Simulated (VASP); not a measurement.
## VASP 6.6.1 run: C

INCAR

```
LCHARG = .FALSE.
PREC = Accurate
EDIFF = 1E-7
IBRION = -1
LASPH = .TRUE.
LREAL = .FALSE.
NELM = 58
GGA = PE
ISIF = 2
NBANDS = 11
SIGMA = 0.02
LWAVE = .FALSE.
ISMEAR = -1
ENCUT = 150
NSW = 0
```

KPOINTS

```
KPOINTS created by Atomic Simulation Environment
0
Gamma
12 12 12
0 0 0
```

POSCAR

```
C
 1.0000000000000000
     0.0000000000000000    1.8513291082000001    1.7651985347000001
     1.8513291082000001    0.0000000000000000    1.7651985347000001
     1.8513291082000001    1.8513291082000001    0.0000000000000000
 C
   2
Cartesian
  0.0000000000000000  0.0000000000000000  0.0000000000000000
  0.9256645541000000  0.9256645541000000  0.8825992673500000
```

The recommended PBE PAW datasets give the neutral cell 8 valence electrons.

Command

```
mpirun -np 1 vasp_std
```

OSZICAR

```
N       E                     dE             d eps       ncg     rms          rms(c)
DAV:   1    -0.106961022775E+02   -0.10696E+02   -0.18909E+03  4352   0.240E+02
DAV:   2    -0.177052081999E+02   -0.70091E+01   -0.68807E+01  4231   0.565E+01
DAV:   3    -0.177589272885E+02   -0.53719E-01   -0.53712E-01  4020   0.397E+00
DAV:   4    -0.177589375030E+02   -0.10214E-04   -0.10214E-04  4033   0.635E-02
DAV:   5    -0.177589375051E+02   -0.20890E-08   -0.20890E-08  4001   0.816E-04    0.603E+00
DAV:   6    -0.177302033559E+02    0.28734E-01   -0.61124E-03  3637   0.519E-01    0.360E+00
DAV:   7    -0.176901837126E+02    0.40020E-01   -0.24834E-02  3712   0.111E+00    0.115E-01
DAV:   8    -0.176905527549E+02   -0.36904E-03   -0.93307E-05  4110   0.709E-02    0.611E-02
DAV:   9    -0.176908010122E+02   -0.24826E-03   -0.15791E-04  3900   0.921E-02    0.440E-03
DAV:  10    -0.176908001729E+02    0.83924E-06   -0.22786E-07  4063   0.352E-03    0.204E-03
DAV:  11    -0.176907992682E+02    0.90476E-06   -0.20497E-08  2707   0.108E-03    0.131E-04
DAV:  12    -0.176907992010E+02    0.67202E-07   -0.49000E-10  1880   0.166E-04
   1 F= -.17690799E+02 E0= -.17690799E+02  d E =-.100810E-12
```

Standard output (part)

```
POSCAR found type information on POSCAR C
 POSCAR found :  1 types and       2 ions
 LDA part: xc-table for (Slater+PW92), standard interpolation
 POSCAR, INCAR and KPOINTS ok, starting setup
 WAVECAR not read
 entering main loop
```

It converged. Results: gap between bands v and c on the k mesh 2.55 eV; least direct gap on the k mesh 4.81 eV; pressure -158.3 GPa. Band v is the last that the valence electrons fill when counted band by band, and c is the next.

Q: Find the fault in these files.

A: Cutoff far too low. On sound settings PBE gives a gap of 2.88 eV on its mesh and a pressure of -22.9 GPa for the intended cell. This run's energy (σ→0) differs from it by 198 meV an atom.
